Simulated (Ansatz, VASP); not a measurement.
One calculation of GaP, two programs

```xyz
2
Lattice="0.0000 2.7252 2.7252 2.8343 0.0000 2.7252 2.8343 2.7252 0.0000" Properties=species:S:1:pos:R:3 pbc="T T T"
Ga    0.0000    0.0000    0.0000
P     4.2514    4.0879    4.0879
```

Change from the starting cell: strain = 0.04.

Alike in both runs: task relaxation of the atoms; functional PBE; k mesh 8 × 8 × 8; occupations fermi-dirac, width 0.05 eV; no spin polarisation.

|  | VASP | Ansatz |
| --- | --- | --- |
| version | VASP 6.6.1 | Ansatz 0.2.0 |
| potentials or method | VASP PAW PBE potentials, release 64 (Ga_d, P) | Ansatz PAW |
| plane-wave cutoff (eV) | 520 | 420 |
| valence electrons in the cell | 18 | 18 |

|  | VASP | Ansatz | Ansatz less VASP |
| --- | --- | --- | --- |
| gap on the k mesh at the Fermi level, each at its own relaxed structure (eV) | 1.42 | 1.42 | +0.003 |

Caveats: the relaxation stopped at its first step, so nothing moved. A k mesh can miss the band edges.
